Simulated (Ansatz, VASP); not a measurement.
ZnO in VASP and in Ansatz

The input INCAR:

```
PREC = Accurate
ENCUT = 600
EDIFF = 1E-7
ISMEAR = 0
SIGMA = 0.02
LREAL = False
LASPH = True
NELM = 100
ALGO = Normal
ISIF = 3
LWAVE = False
LCHARG = False
GGA = PE
IBRION = 2
NSW = 100
EDIFFG = -0.005
```

The input KPOINTS:

```
regular mesh
0
Gamma
  9 9 6
```

File POSCAR:

```
ZnO
1.0
    3.2373510235      0.0000000000      0.0000000000
   -1.6186755117      2.8036282273      0.0000000000
    0.0000000000      0.0000000000      5.2220613000
Zn O
2 2
Direct
    0.6666666700      0.3333333300      0.5005917000
    0.3333333300      0.6666666700      0.0005917000
    0.6666666700      0.3333333300      0.8797183000
    0.3333333300      0.6666666700      0.3797183000
```

Input for Ansatz:

```yaml
crystal:
  lattice:
    - [3.2373510235, 0.0, 0.0]
    - [-1.6186755117, 2.8036282273, 0.0]
    - [0.0, 0.0, 5.2220613]
  atoms:
    - { symbol: Zn, position: [0.66666667, 0.33333333, 0.5005917] }
    - { symbol: Zn, position: [0.33333333, 0.66666667, 0.0005917] }
    - { symbol: O, position: [0.66666667, 0.33333333, 0.8797183] }
    - { symbol: O, position: [0.33333333, 0.66666667, 0.3797183] }
basis:
  ecutwfc: 420
kpoints:
  mp_grid: { grid: [9, 9, 6] }
hamiltonian:
  xc: pbe
scf:
  occupations: { method: gaussian, width: 0.02 }
output:
  forces: true
  stress: true
  eigenvalues: true
relax:
  adjacent_minimum: "off"
  f_tol: 0.005
  max_steps: 80
  cell: { stress_tol: 0.05 }
```

The cell is a database's computed one.

Alike in both runs: task relaxation of cell and atoms; functional PBE; k mesh 9 × 9 × 6; occupations gaussian, width 0.02 eV; no spin polarisation.

|  | VASP | Ansatz |
| --- | --- | --- |
| version | VASP 6.6.1 | Ansatz 0.2.0 |
| potentials or method | VASP PAW PBE potentials, release 64 (Zn, O) | scalar-relativistic, plane waves, PAW |
| plane-wave cutoff (eV) | 600 | 420 |
| valence electrons in the cell | 36 | 36 |

|  | VASP | Ansatz | Ansatz less VASP |
| --- | --- | --- | --- |
| gap on the k mesh at the Fermi level, each at its own relaxed structure (eV) | 0.72 | 0.74 | +0.024 |
| relaxed volume (Å³/atom) | 12.39 | 12.32 | -0.070 |
| relaxed cell length with the largest relative difference (Å) | 3.286 | 3.279 | -0.0065 |
| energy change over the relaxation (meV/atom) | -11 | -8 | +2.6 |

A hybrid or GW would open this gap; PBE tends to underestimate it.
